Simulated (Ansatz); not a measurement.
MnO, 2 atoms in the cell. It takes space group Fm-3m (No. 225, cubic). The conventional cell has a = 4.448 Å, b = 4.448 Å, c = 4.448 Å, α = 90.00°, β = 90.00°, γ = 90.00°. Mn (site symmetry m-3m) has 6 O at 2.22 Å as nearest neighbours. O (site symmetry m-3m) has 6 Mn at 2.22 Å as nearest neighbours. The cell is a database's computed one.

```yaml
Program: Ansatz 0.2.0
Task: band structure
Functional: LDA
Potentials_or_basis: all-electron LAPW, scalar-relativistic
Cutoff: 324 eV (chosen from the basis error)
Basis_error_allowed: 0.001 eV/atom
k_mesh: 10 × 10 × 10
Occupations: fermi-dirac, width 0.05 eV
Spin: collinear spin, ferromagnetic start
Starting_moments: "[4.0, 0.0] μB"
```

Potentials or basis: all-electron LAPW, scalar-relativistic.

Launch:

```sh
$ ansatz run input.yaml --threads 2 --pin off --max-ram 6144MiB --backend cpu --events-out ev --progress --plain --runs-dir out
```

Hardware: 2 threads of Arm Neoverse V1 (shared host).

**Question.** How long does it take, and how much memory?

**Answer.** Run time: 15 s on 2 threads of Arm Neoverse V1, on a shared host, peak memory 0.39 GiB. Counts: scf iterations 10, plane waves 283, k points 47, bands 18.
